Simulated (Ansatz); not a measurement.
Crystal: ZrC.

```
Zr C
1.0
     3.39148    0.00000    0.00000
    -1.69574    2.93710    0.00000
     0.00000    0.00000    5.29005
Zr C
2 2
Direct
  0.66667 0.33333 0.75000
  0.33333 0.66667 0.25000
  0.00000 0.00000 0.50000
  0.00000 0.00000 0.00000
```

The cell comes from a database or a generator and needn't be the stable form of this composition.

Base run:

* Program: Ansatz 0.2.0
* Functional: RPBE
* Potentials or basis: Ansatz PAW
* Cutoff: 420 eV (not typed: the program's choice for these potentials)
* k mesh: 7 × 7 × 4
* Occupations: fermi-dirac, width 0.05 eV
* Spin: no spin polarisation

Its results: band gap on the k mesh none (metal or under the smearing width); pressure 0.9 GPa.

Q: After a change of settings the same cell gave: band gap on the k mesh none (metal or under the smearing width); pressure -11.8 GPa. Which change was it?
A. functional from RPBE to BLYP
B. functional from RPBE to r2SCAN; cutoff from 420 eV (not typed: the program's choice for these potentials) to 500 eV (not typed: the program's choice for these potentials)
C. functional from RPBE to revPBE
D. functional from RPBE to LDA

A: D.

LDA binds more tightly than RPBE, so the same cell stands under less pressure.

Caveats: the PAW data sets come from PBE, with cores solved anew for the run's functional, which leaves a small shift of forces and pressure.
